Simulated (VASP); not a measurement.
# Al (Fm-3m) in VASP: a series of runs

The runs below take Al through single point, with LDA, PBE.

Program: VASP 6.6.1. These are calculated values, not measurements. Logs are shortened: lines on timing, memory, paths and dates and some standing lists are left out, and cuts for length are marked.

## 1. The structure

The structure is cubic, space group Fm-3m (No. 225). Conventional cell: a = 4.050 Å, b = 4.050 Å, c = 4.050 Å, α = 90.00°, β = 90.00°, γ = 90.00°. Al (site symmetry m-3m) is surrounded by 12 Al at 2.86 Å.

## 2. Single point, LDA (grid = ENCUT=350 dk=0.35 cell=4x4x4 ISMEAR=1 SIGMA=0.1 LREAL=Auto EDIFF=1e-06)

File INCAR:

```
ALGO = Fast
EDIFF = 1E-6
ENCUT = 350
GGA = CA
ISIF = 2
ISMEAR = 1
KPAR = 2
LASPH = T
LCHARG = F
LREAL = Auto
LWAVE = F
NBANDS = 160
NCORE = 1
NELM = 120
PREC = Accurate
SIGMA = 0.1
```

File KPOINTS:

```
k-points
0
Gamma
  2 2 2
```

File POSCAR:

```
Al
1.0
    0.0000000000      8.0992200000      8.0992200000
    8.0992200000      0.0000000000      8.0992200000
    8.0992200000      8.0992200000      0.0000000000
Al
64
Direct
    0.0000000000      0.0000000000      0.0000000000
    0.0000000000      0.0000000000      0.2500000000
    0.0000000000      0.0000000000      0.5000000000
    0.0000000000      0.0000000000      0.7500000000
    0.0000000000      0.2500000000      0.0000000000
    0.0000000000      0.2500000000      0.2500000000
    0.0000000000      0.2500000000      0.5000000000
    0.0000000000      0.2500000000      0.7500000000
    0.0000000000      0.5000000000      0.0000000000
    0.0000000000      0.5000000000      0.2500000000
    0.0000000000      0.5000000000      0.5000000000
    0.0000000000      0.5000000000      0.7500000000
    0.0000000000      0.7500000000      0.0000000000
    0.0000000000      0.7500000000      0.2500000000
    0.0000000000      0.7500000000      0.5000000000
    0.0000000000      0.7500000000      0.7500000000
    0.2500000000      0.0000000000      0.0000000000
    0.2500000000      0.0000000000      0.2500000000
    0.2500000000      0.0000000000      0.5000000000
    0.2500000000      0.0000000000      0.7500000000
    0.2500000000      0.2500000000      0.0000000000
    0.2500000000      0.2500000000      0.2500000000
    0.2500000000      0.2500000000      0.5000000000
    0.2500000000      0.2500000000      0.7500000000
    0.2500000000      0.5000000000      0.0000000000
    0.2500000000      0.5000000000      0.2500000000
    0.2500000000      0.5000000000      0.5000000000
    0.2500000000      0.5000000000      0.7500000000
    0.2500000000      0.7500000000      0.0000000000
    0.2500000000      0.7500000000      0.2500000000
    0.2500000000      0.7500000000      0.5000000000
    0.2500000000      0.7500000000      0.7500000000
    0.5000000000      0.0000000000      0.0000000000
    0.5000000000      0.0000000000      0.2500000000
    0.5000000000      0.0000000000      0.5000000000
    0.5000000000      0.0000000000      0.7500000000
    0.5000000000      0.2500000000      0.0000000000
    0.5000000000      0.2500000000      0.2500000000
    0.5000000000      0.2500000000      0.5000000000
    0.5000000000      0.2500000000      0.7500000000
    0.5000000000      0.5000000000      0.0000000000
    0.5000000000      0.5000000000      0.2500000000
    0.5000000000      0.5000000000      0.5000000000
    0.5000000000      0.5000000000      0.7500000000
    0.5000000000      0.7500000000      0.0000000000
    0.5000000000      0.7500000000      0.2500000000
    0.5000000000      0.7500000000      0.5000000000
    0.5000000000      0.7500000000      0.7500000000
    0.7500000000      0.0000000000      0.0000000000
    0.7500000000      0.0000000000      0.2500000000
    0.7500000000      0.0000000000      0.5000000000
    0.7500000000      0.0000000000      0.7500000000
    0.7500000000      0.2500000000      0.0000000000
    0.7500000000      0.2500000000      0.2500000000
    0.7500000000      0.2500000000      0.5000000000
    0.7500000000      0.2500000000      0.7500000000
    0.7500000000      0.5000000000      0.0000000000
    0.7500000000      0.5000000000      0.2500000000
    0.7500000000      0.5000000000      0.5000000000
    0.7500000000      0.5000000000      0.7500000000
    0.7500000000      0.7500000000      0.0000000000
    0.7500000000      0.7500000000      0.2500000000
    0.7500000000      0.7500000000      0.5000000000
    0.7500000000      0.7500000000      0.7500000000
```

Potentials or basis: VASP PAW LDA potentials, release 64 (Al).

The run is started by

```console
$ cat potpaw_LDA.64/Al/POTCAR > POTCAR
$ mpirun -np 4 vasp_std > vasp.out
```

OUTCAR:

```text
EDIFF = 1E-6
   ENCUT = 350
   GGA = CA
   ISIF = 2
   ISMEAR = 1
   LASPH = T
   LREAL = Auto
   NELM = 120
   PREC = Accurate

 Found      3 irreducible k-points:

 Following reciprocal coordinates:
            Coordinates               Weight
  0.000000  0.000000  0.000000      1.000000
  0.500000  0.000000  0.000000      4.000000
  0.500000  0.500000  0.000000      3.000000
   k-points           NKPTS =      3   k-points in BZ     NKDIM =      3   number of bands    NBANDS=    160
   number of dos      NEDOS =    301   number of ions     NIONS =     64
   total plane-waves  NPLWV = 343000
   dimension x,y,z NGX =    70 NGY =   70 NGZ =   70
   dimension x,y,z NGXF=   140 NGYF=  140 NGZF=  140
   ions per type =              64
   NGX,Y,Z   is equivalent  to a cutoff of  10.16, 10.16, 10.16 a.u.
   NGXF,Y,Z  is equivalent  to a cutoff of  20.32, 20.32, 20.32 a.u.
 SYSTEM =  unknown system
   PREC   = accura    normal or accurate (medium, high low for compatibility)
   ISTART =      0    job   : 0-new  1-cont  2-samecut
   ICHARG =      2    charge: 1-file 2-atom 10-const
   ISPIN  =      1    spin polarized calculation?
   LNONCOLLINEAR =      F non collinear calculations
   LSORBIT =      F    spin-orbit coupling
   LASPH  =      T    aspherical Exc in radial PAW
   ENCUT  =  350.0 eV  25.72 Ry    5.07 a.u.  17.47 17.47 17.47*2*pi/ulx,y,z
   NELM   =    120;   NELMIN=  2; NELMDL= -5     # of ELM steps
   EDIFF  = 0.1E-05   stopping-criterion for ELM
   LREAL  =      T    real-space projection
   EDIFFG = 0.1E-04   stopping-criterion for IOM
   NSW    =      0    number of steps for IOM
[... 5 lines left out ...]
   TEBEG  =    0.0;   TEEND  =   0.0 temperature during run
   PSTRESS=    0.0 pullay stress
   NELECT =     192.0000    total number of electrons
   NUPDOWN=      -1.0000    fix difference up-down
   EMIN   =  10.00;   EMAX   =-10.00  energy-range for DOS
   EFERMI =   0.00;   METHOD = LEGACY
   ISMEAR =     1;   SIGMA  =   0.10  broadening in eV -4-tet -1-fermi 0-gaus
   EFERMI_NEDOS =   21; number of points for ismear=-14 and -15
   IALGO  =     68    algorithm
   IMIX   =      4    mixing-type and parameters
     AMIX     =   0.40;   BMIX     =  1.00
     AMIX_MAG =   1.60;   BMIX_MAG =  1.00
  volume/ion in A,a.u.               =      16.60       112.04
  Fermi-wavevector in a.u.,A,eV,Ry     =   0.925526  1.748991 11.654733  0.856599
  Thomas-Fermi vector in A             =   2.051390
   LORBIT       =      0    0 simple, 1 ext, 2 COOP (PROOUT), +10 PAW based schemes
   GGA     = CA    functional components
   LHFCALC =     F    Hartree Fock is set to
   AEXX    =    0.0000 exact exchange contribution
   IVDW    =     0    specifies the selected vdW correction
   LEPSILON=     F    determine dielectric tensor
   LRPA    =     F    only Hartree local field effects (RPA)
 non-spin polarized calculation
 RMM-DIIS sequential band-by-band and
 Methfessel and Paxton  Order N= 1 SIGMA  =   0.10
  energy-cutoff  :      350.00
  volume of cell :     1062.57
 maximum number of plane-waves:     15808
 NGX is ok and might be reduce to    70

 number of electron     192.0000005 magnetization

 Free energy of the ion-electron system (eV)
  ---------------------------------------------------
  ext. energy  EPLUGINS =         0.00000000
  ---------------------------------------------------
  free energy    TOTEN  =      -267.25441313 eV

  energy without entropy =     -267.18660159  energy(sigma->0) =     -267.23180929

 E-fermi :   7.8186     XC(G=0): -10.3199

 val. band max:        7.4266551005   @ k =   0.5000   0.5000   0.0000
 cond. band min:       7.8649691124   @ k =   0.5000   0.0000   0.0000
 fundamental gap:      0.4383140119
 Fermi energy:         7.8185799204

 k-point     1 :       0.0000    0.0000    0.0000
  band No.  band energies     occupation
      1      -3.3293      2.00000
      2      -1.6506      2.00000
      3      -1.6506      2.00000
      4      -1.6506      2.00000
      5      -1.6506      2.00000
      6      -1.6506      2.00000
[... 100 lines left out ...]
    107       7.9475     -0.06973
    108       8.6924     -0.00000

 k-point     2 :       0.5000    0.0000    0.0000
  band No.  band energies     occupation
      1      -2.9078      2.00000
      2      -2.9078      2.00000
      3      -1.7897      2.00000
      4      -1.7897      2.00000
      5      -1.7897      2.00000
      6      -1.7897      2.00000
[... 100 lines left out ...]
    107       8.0945     -0.00067
    108       8.0945     -0.00067

 k-point     3 :       0.5000    0.5000    0.0000
  band No.  band energies     occupation
      1      -2.7675      2.00000
      2      -2.7675      2.00000
      3      -2.2080      2.00000
      4      -2.2080      2.00000
      5      -2.2080      2.00000
      6      -2.2080      2.00000
[... 100 lines left out ...]
    107       8.5551     -0.00000
    108       8.5551     -0.00000
 [bands above 108 left out]

------------------------ aborting loop because EDIFF is reached ----------------------------------------

  FORCE on cell =-STRESS in cart. coord.  units (eV):
  Direction    XX          YY          ZZ          XY          YZ          ZX
  --------------------------------------------------------------------------------------
  -------------------------------------------------------------------------------------
  Total      -24.3804544    -24.3804544    -24.3804544     -0.0000000     -0.0000000      0.0000000
  in kB      -36.7614636    -36.7614636    -36.7614636     -0.0000000     -0.0000000      0.0000000
  external PRESSURE =     -36.7614636 kB  Pullay stress =       0.0000000 kB

 VOLUME and BASIS-vectors are now :
 -----------------------------------------------------------------------------
  energy-cutoff  :      350.00
  volume of cell :     1062.57
      direct lattice vectors                 reciprocal lattice vectors
     0.000000000  8.099220000  8.099220000    -0.061734340  0.061734340  0.061734340
     8.099220000  0.000000000  8.099220000     0.061734340 -0.061734340  0.061734340
     8.099220000  8.099220000  0.000000000     0.061734340  0.061734340 -0.061734340

 POSITION                                       TOTAL-FORCE (eV/Angst)
 -----------------------------------------------------------------------------------
      0.00000      0.00000      0.00000        -0.000000     -0.000000      0.000000
      2.02481      2.02481      0.00000         0.000000      0.000000     -0.000000
      4.04961      4.04961      0.00000        -0.000000     -0.000000      0.000000
      6.07442      6.07442      0.00000        -0.000000     -0.000000     -0.000000
      2.02481      0.00000      2.02481         0.000000     -0.000000      0.000000
      4.04961      2.02481      2.02481         0.000000      0.000000     -0.000000
[... 56 lines left out ...]
     10.12402     10.12402     12.14883         0.000000     -0.000000      0.000000
     12.14883     12.14883     12.14883         0.000000      0.000000      0.000000
 -----------------------------------------------------------------------------------
    total drift:                               -0.000000     -0.000000     -0.000000

  FREE ENERGIE OF THE ION-ELECTRON SYSTEM (eV)
  ---------------------------------------------------
  free  energy   TOTEN  =      -267.2544131330 eV

  energy  without entropy=     -267.1866015910  energy(sigma->0) =     -267.23180929
```

Wall time 2.1 min (4 MPI ranks of Intel Xeon Platinum 8488C (Sapphire Rapids), shared host); peak memory 0.42 GiB.

These settings aren't checked as converged: the numbers below hold their error.

Results:

```
Free energy            : -267.2544 eV
Pressure               : -3.7 GPa
Band gap on the k mesh : none (metal or under the smearing width)
```

## 3. Single point, PBE

This run uses another cell than the first one: it holds 1 atom, not 64.

File INCAR:

```
SYSTEM = Al
PREC = Accurate
ENCUT = 520
EDIFF = 1E-7
ISMEAR = 0
SIGMA = 0.020999999999999998
LREAL = .False.
LASPH = .True.
NELM = 60
ALGO = Normal
ISIF = 2
LWAVE = .False.
LCHARG = .False.
GGA = PE
NBANDS = 8
```

File KPOINTS:

```
regular mesh
0
Gamma
  11 11 11
  0 0 0
```

File POSCAR:

```
Al
1.0
    0.0000000000      2.0248050000      2.0248050000
    2.0248050000      0.0000000000      2.0248050000
    2.0248050000      2.0248050000      0.0000000000
Al
1
Direct
    0.0000000000      0.0000000000      0.0000000000
```

Potentials or basis: VASP PAW PBE potentials, release 64 (Al).

The run is started by

```console
$ cat potpaw_PBE.64/Al/POTCAR > POTCAR
$ mpirun -np 1 vasp_std > vasp.out
```

Wall time 13 s (1 thread of Intel Xeon Platinum 8259CL at 2.50GHz (Skylake/Cascade Lake), shared host); peak memory 0.13 GiB.

The run converged. Its results:

| Item | Value |
| --- | --- |
| Free energy | -3.7527 eV |
| Pressure | -0.5 GPa |
| Band gap on the k mesh | none (metal or under the smearing width) |

Levels at points of the mesh, in eV from the Fermi level:
```tsv
k point	band 1	band 2	band 3	band 4
(0.00, 0.00, 0.00)	-11.11	12.56	12.56	12.56
```

## 4. The reference run

An earlier run on the cell as given: functional PBE; potentials or basis VASP PAW PBE potentials, release 64 (Al); cutoff 520 eV; k mesh 11 × 11 × 11; occupations fermi-dirac, width 0.05 eV; no spin polarisation.

- Pressure: -0.5 GPa
- Band gap on the k mesh: none (metal or under the smearing width)
